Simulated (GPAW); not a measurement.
Input of a GPAW 26.7.0 run:

File run.py:

```python
from ase.eos import EquationOfState
from ase.io import Trajectory, read
from ase.units import GPa
from gpaw import GPAW, PW

atoms = read('SnSe2.xyz')

traj = Trajectory('eos.traj', 'w')
volumes, energies = [], []
for x in [0.94, 0.96, 0.98, 1.0, 1.02, 1.04, 1.06]:
    a = atoms.copy()
    a.set_cell(atoms.cell * x**(1 / 3), scale_atoms=True)
    calc = GPAW(mode=PW(600),
                xc={'name': 'optB88-vdW', 'backend': 'libvdwxc'},
                kpts={'size': (6, 6, 3), 'gamma': True},
                occupations={'name': 'fermi-dirac', 'width': 0.05},
                nbands=24,
                convergence={'density': 1e-05, 'energy': 1e-05},
                maxiter=150,
                legacy_gpaw=True,
                txt=f'eos-{x:.2f}.txt')
    a.calc = calc
    energies.append(a.get_potential_energy(force_consistent=True))
    volumes.append(a.get_volume())
    calc.write(f'eos-{x:.2f}.gpw')
    traj.write(a)
    print(f'{x:.2f} {volumes[-1]:10.4f} A^3 {energies[-1]:14.6f} eV', flush=True)

v0, e0, B = EquationOfState(volumes, energies, eos='birchmurnaghan').fit()
print(f'V0 = {v0:.4f} A^3, E0 = {e0:.6f} eV, B0 = {B / GPa:.2f} GPa')
```

File SnSe2.xyz:

```xyz
3
Lattice="3.8110000000 0.0000000000 0.0000000000 -1.9055000000 3.3004228138 0.0000000000 0.0000000000 0.0000000000 6.1360000000" Properties=species:S:1:pos:R:3 pbc="T T T"
Sn     0.0000000000      0.0000000000      0.0000000000
Se     1.9055000002      1.1001409378      4.6081360000
Se    -0.0000000002      2.2002818760      1.5278640000
```

Potentials or basis: GPAW PAW data sets (gpaw-data 1.2.1), pw.

Launch:

```bash
$ OMP_NUM_THREADS=1 python run.py
```

Problem. What does it give for the equilibrium volume?

Solution. 28.03 Å³/atom (rough: see the caveat).

Problem. What does it give for the bulk modulus at fixed shape and positions?

Solution. 55 GPa (rough).

Energy against volume, from the lowest point:
| volume (Å³/atom) | energy (meV/atom) |
| --- | --- |
| 24.182 | 119.31 |
| 24.697 | 84.69 |
| 25.212 | 56.83 |
| 25.726 | 35.04 |
| 26.241 | 18.73 |
| 26.755 | 7.25 |
| 27.270 | 0.00 |

Caveat: the minimum lies outside the volumes run; the cell was scaled at fixed shape and fractional positions, which overstates the stiffness of a crystal with free parameters, most of all of layers and chains; the PAW data sets were made with another functional, which shifts forces and pressure a little.
